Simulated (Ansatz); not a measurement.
Relax this structure to zero stress and force, keeping its symmetry:

```xyz
4
Lattice="4.9177 0.0000 0.0000 0.0000 4.7826 0.0000 0.0000 0.0000 16.0245" Properties=species:S:1:pos:R:3 pbc="T T T"
Rb    1.2299    1.1957   14.1272
Rb    1.2290    3.5870    6.1150
Rb    3.6887    1.1957    9.9095
Rb    3.6879    3.5870    1.8973
```

Level of theory: DFT PBE+D3(BJ), scalar-relativistic, plane waves, PAW in Ansatz 0.2.0.

Cutoff 420 eV; k points 8×10×4 on the computed 4-atom cell (Γ-centred); Gaussian smearing, width 0.10 eV; no spin polarisation.

Problem. What does it relax to?

Solution. The volume falls by 6.94 Å³/atom to 87.28 Å³/atom, and the energy falls by 3.6 meV/atom. Final structure:
```yaml
crystal:
  lattice:
    - [4.80307, 0.00000, 0.00000]
    - [0.00000, 4.63989, 0.00000]
    - [0.00000, 0.00000, 15.66611]
  atoms:
    - { symbol: Rb, position: [0.25001, 0.25000, 0.88059] }
    - { symbol: Rb, position: [0.24999, 0.75000, 0.38059] }
    - { symbol: Rb, position: [0.75001, 0.25000, 0.61941] }
    - { symbol: Rb, position: [0.74999, 0.75000, 0.11941] }
```

This form isn't the element's structure at ambient conditions.

Cost: 1 run of about 2.4 core-minutes, on Arm Neoverse V1 (shared hosts).